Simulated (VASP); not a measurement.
# BaTiO3 (R3m) in VASP: a series of runs, part 2 of 2

VASP 6.6.1.

### Step 3. Equation of state, LDA, 11.93 Å³/atom (a relaxed cell with its volume scaled by 0.96)

INCAR

```
PREC = Accurate
ENCUT = 520
EDIFF = 1E-7
ISMEAR = 0
SIGMA = 0.02
LREAL = False
LASPH = True
NELM = 60
ALGO = Normal
ISIF = 2
LWAVE = False
LCHARG = False
GGA = CA
KPAR = 2
```

KPOINTS

```
Automatic mesh
0
Gamma
  6 6 6
```

POSCAR

```
BaTiO3                                  
1.0
    2.7610648717      1.5941015469      2.2592755587
   -2.7610648717      1.5941015469      2.2592755587
   -0.0000000000     -3.1882030939      2.2592755587
  Ba              Ti              O             
     1     1     3
Direct
     0.9992208143170921    0.9992208143170921    0.9992208143170922
     0.4901240310590037    0.4901240310590037    0.4901240310590036
     0.5082758422967903    0.0133034700303212    0.5082758422967905
     0.0133034700303212    0.5082758422967903    0.5082758422967905
     0.5082758422967902    0.5082758422967902    0.0133034700303212
```

Potentials or basis: VASP PAW LDA potentials, release 64 (Ba_sv, Ti_sv, O).

Launch:

```sh
$ cat potpaw_LDA.64/Ba_sv/POTCAR potpaw_LDA.64/Ti_sv/POTCAR potpaw_LDA.64/O/POTCAR > POTCAR
$ mpirun -np 2 vasp_std > vasp.out
```

Wall time 37 s (2 MPI ranks of Intel Xeon Platinum 8259CL at 2.50GHz (Skylake/Cascade Lake), shared host); peak memory 0.17 GiB.

It converged, with:

| Item | Value |
| --- | --- |
| Free energy | -44.0947 eV |
| Pressure | 8.8 GPa |
| Largest force | 0.328 eV/Å |
| Band gap on the k mesh | 2.16 eV, indirect (least direct gap 2.38 eV) |

Caveat: spin-orbit coupling is left out, which moves the levels of the heavy elements.

### Step 4. Equation of state, LDA, 12.18 Å³/atom (a relaxed cell with its volume scaled by 0.98)

INCAR is that of step 3.

KPOINTS is that of step 3.

POSCAR: that of step 3 with these lines changed.

```diff
@@ -2,5 +2,5 @@
 1.0
-    2.7610648717      1.5941015469      2.2592755587
-   -2.7610648717      1.5941015469      2.2592755587
-   -0.0000000000     -3.1882030939      2.2592755587
+    2.7801073002      1.6050956981      2.2748572618
+   -2.7801073002      1.6050956981      2.2748572618
+   -0.0000000000     -3.2101913963      2.2748572618
   Ba              Ti              O
```

Launch:

```sh
$ cat potpaw_LDA.64/Ba_sv/POTCAR potpaw_LDA.64/Ti_sv/POTCAR potpaw_LDA.64/O/POTCAR > POTCAR
$ mpirun -np 2 vasp_std > vasp.out
```

It took 32 s on 2 MPI ranks of Intel Xeon Platinum 8259CL at 2.50GHz (Skylake/Cascade Lake), shared host; peak memory 0.17 GiB.

It converged, with:

```yaml
Free_energy: -44.1467 eV
Pressure: 4.3 GPa
Largest_force: 0.166 eV/Å
Band_gap_on_the_k_mesh: 2.12 eV, indirect (least direct gap 2.36 eV)
```

Caveat: spin-orbit coupling is left out, which moves the levels of the heavy elements.

### Step 5. Equation of state, LDA, 12.43 Å³/atom

INCAR is that of step 4.

KPOINTS is that of step 4.

POSCAR: that of step 4 with these lines changed.

```diff
@@ -2,5 +2,5 @@
 1.0
-    2.7801073002      1.6050956981      2.2748572618
-   -2.7801073002      1.6050956981      2.2748572618
-   -0.0000000000     -3.2101913963      2.2748572618
+    2.7988923788      1.6159412683      2.2902283853
+   -2.7988923788      1.6159412683      2.2902283853
+   -0.0000000000     -3.2318825366      2.2902283853
   Ba              Ti              O
```

Launch:

```sh
$ cat potpaw_LDA.64/Ba_sv/POTCAR potpaw_LDA.64/Ti_sv/POTCAR potpaw_LDA.64/O/POTCAR > POTCAR
$ mpirun -np 2 vasp_std > vasp.out
```

Wall time 38 s (2 MPI ranks of Intel Xeon Platinum 8259CL at 2.50GHz (Skylake/Cascade Lake), shared host); peak memory 0.17 GiB.

Results (log left out):

| Item | Value |
| --- | --- |
| Free energy | -44.1656 eV |
| Pressure | 0.3 GPa |
| Largest force | 0.023 eV/Å |
| Band gap on the k mesh | 2.08 eV, indirect (least direct gap 2.33 eV) |

Caveat: spin-orbit coupling is left out, which moves the levels of the heavy elements.

### Step 6. Equation of state, LDA, 12.68 Å³/atom (a relaxed cell with its volume scaled by 1.02)

INCAR is that of step 5.

KPOINTS is that of step 5.

POSCAR: that of step 5 with these lines changed.

```diff
@@ -2,5 +2,5 @@
 1.0
-    2.7988923788      1.6159412683      2.2902283853
-   -2.7988923788      1.6159412683      2.2902283853
-   -0.0000000000     -3.2318825366      2.2902283853
+    2.8174286301      1.6266431780      2.3053959027
+   -2.8174286301      1.6266431780      2.3053959027
+   -0.0000000000     -3.2532863560      2.3053959027
   Ba              Ti              O
```

Potentials or basis: VASP PAW LDA potentials, release 64 (Ba_sv, Ti_sv, O).

Launch:

```sh
$ cat potpaw_LDA.64/Ba_sv/POTCAR potpaw_LDA.64/Ti_sv/POTCAR potpaw_LDA.64/O/POTCAR > POTCAR
$ mpirun -np 2 vasp_std > vasp.out
```

Run time: 34 s. Hardware: 2 MPI ranks of Intel Xeon Platinum 8259CL at 2.50GHz (Skylake/Cascade Lake), shared host; peak memory 0.17 GiB.

The run converged. Its results:

* Free energy: -44.1546 eV
* Pressure: -3.4 GPa
* Largest force: 0.132 eV/Å
* Band gap on the k mesh: 2.03 eV, indirect (least direct gap 2.31 eV)

Caveat: spin-orbit coupling is left out, which moves the levels of the heavy elements.

### Step 7. Equation of state, LDA, 12.93 Å³/atom (a relaxed cell with its volume scaled by 1.04)

INCAR is that of step 6.

KPOINTS is that of step 6.

POSCAR: that of step 6 with these lines changed.

```diff
@@ -2,5 +2,5 @@
 1.0
-    2.8174286301      1.6266431780      2.3053959027
-   -2.8174286301      1.6266431780      2.3053959027
-   -0.0000000000     -3.2532863560      2.3053959027
+    2.8357241339      1.6372060920      2.3203664254
+   -2.8357241339      1.6372060920      2.3203664254
+   -0.0000000000     -3.2744121840      2.3203664254
   Ba              Ti              O
```

Launch:

```sh
$ cat potpaw_LDA.64/Ba_sv/POTCAR potpaw_LDA.64/Ti_sv/POTCAR potpaw_LDA.64/O/POTCAR > POTCAR
$ mpirun -np 2 vasp_std > vasp.out
```

It took 33 s on 2 MPI ranks of Intel Xeon Platinum 8259CL at 2.50GHz (Skylake/Cascade Lake), shared host; peak memory 0.17 GiB.

Results (log left out):

```
Free energy            : -44.1170 eV
Pressure               : -6.6 GPa
Largest force          : 0.270 eV/Å
Band gap on the k mesh : 1.99 eV, indirect (least direct gap 2.28 eV)
```

Caveat: spin-orbit coupling is left out, which moves the levels of the heavy elements.

### Step 8. Equation of state, LDA

This run uses another cell than the first one, of 12.43 Å³/atom, 0.968 times its volume.

No new run: the results of the series are fitted here.

What came out:

- Equilibrium volume: 12.46 Å³/atom
- Bulk modulus at fixed shape and positions: 190 GPa
- Pressure derivative of the bulk modulus: 4.4 (rough: it moves with the points fitted)

Energy against volume, from the lowest point:
| volume (Å³/atom) | energy (meV/atom) |
| --- | --- |
| 11.933 | 14.17 |
| 12.181 | 3.78 |
| 12.430 | 0.00 |
| 12.679 | 2.20 |
| 12.927 | 9.72 |

Caveat: the cell was scaled at fixed shape and fractional positions, which overstates the stiffness of a crystal with free parameters, most of all of layers and chains.
